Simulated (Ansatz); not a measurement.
Here is an Ansatz 0.2.0 calculation.

File input.yaml:

```yaml
crystal:
  lattice:
    - [0.0, 2.3268543819, 2.3268543819]
    - [2.3268543819, 0.0, 2.3268543819]
    - [2.3268543819, 2.3268543819, 0.0]
  atoms:
    - { symbol: O, position: [0.0, 0.0, 0.0] }
    - { symbol: Li, position: [0.25, 0.25, 0.25] }
    - { symbol: Li, position: [0.75, 0.75, 0.75] }
hamiltonian:
  xc: rpbe
  pseudopotentials: { kind: paw }
kpoints:
  mp_grid: { grid: [6, 6, 6] }
  band_path:
    path:
      - [[0.0, 0.0, 0.0], [0.5, 0.0, 0.5], [0.5, 0.25, 0.75], [0.375, 0.375, 0.75], [0.0, 0.0, 0.0], [0.5, 0.5, 0.5], [0.625, 0.25, 0.625], [0.5, 0.25, 0.75], [0.5, 0.5, 0.5], [0.375, 0.375, 0.75]]
      - [[0.625, 0.25, 0.625], [0.5, 0.0, 0.5]]
    npoints: 14
scf:
  occupations: { method: fermi_dirac, width: 0.05 }
  n_extra_bands: 7
output:
  forces: true
  stress: true
  eigenvalues: true
  fatbands: false
```

Potentials or basis: Ansatz PAW.

Command:

```bash
$ ansatz run input.yaml --threads 2 --pin off --max-ram 5632MiB --backend cpu --events-out ev --progress --plain --runs-dir out
```

**Question.** Predict the pressure.

**Answer.** 2.1 GPa.

**Question.** What does it give for the band gap on the k mesh?

**Answer.** 5.09 eV, indirect (least direct gap 5.20 eV).

**Question.** Estimate the band gap along the path.

**Answer.** 5.09 eV, indirect (least direct gap 5.20 eV).

Levels at the corners of the path, in eV from the valence-band top:
| point | band 3 | band 4 | band 5 | band 6 | band 7 | band 8 | band 9 | band 10 |
| --- | --- | --- | --- | --- | --- | --- | --- | --- |
| Γ | -15.51 | 0.00 | 0.00 | 0.00 | 5.20 | 12.02 | 12.02 | 12.02 |
| X | -15.24 | -1.57 | -1.32 | -1.32 | 5.09 | 13.53 | 13.53 | 14.59 |
| W | -15.23 | -1.73 | -1.44 | -1.44 | 7.21 | 10.44 | 14.02 | 14.02 |
| K | -15.23 | -1.93 | -1.48 | -1.04 | 6.62 | 11.56 | 13.31 | 14.22 |
| Γ | -15.51 | 0.00 | 0.00 | 0.00 | 5.20 | 12.02 | 12.02 | 12.02 |
| L | -15.29 | -2.68 | -0.42 | -0.42 | 9.19 | 9.74 | 12.13 | 12.13 |
| U | -15.23 | -1.93 | -1.48 | -1.04 | 6.62 | 11.56 | 13.31 | 14.22 |
| W | -15.23 | -1.73 | -1.44 | -1.44 | 7.21 | 10.44 | 14.02 | 14.02 |
| L | -15.29 | -2.68 | -0.42 | -0.42 | 9.19 | 9.74 | 12.13 | 12.13 |
| K | -15.23 | -1.93 | -1.48 | -1.04 | 6.62 | 11.56 | 13.31 | 14.22 |
| U | -15.23 | -1.93 | -1.48 | -1.04 | 6.62 | 11.56 | 13.31 | 14.22 |
| X | -15.24 | -1.57 | -1.32 | -1.32 | 5.09 | 13.53 | 13.53 | 14.59 |

Caveat: the pressure holds a Pulay correction of +0.4 GPa for the finite cutoff; the PAW data sets come from PBE, with cores solved anew for the run's functional, which leaves a small shift of forces and pressure.
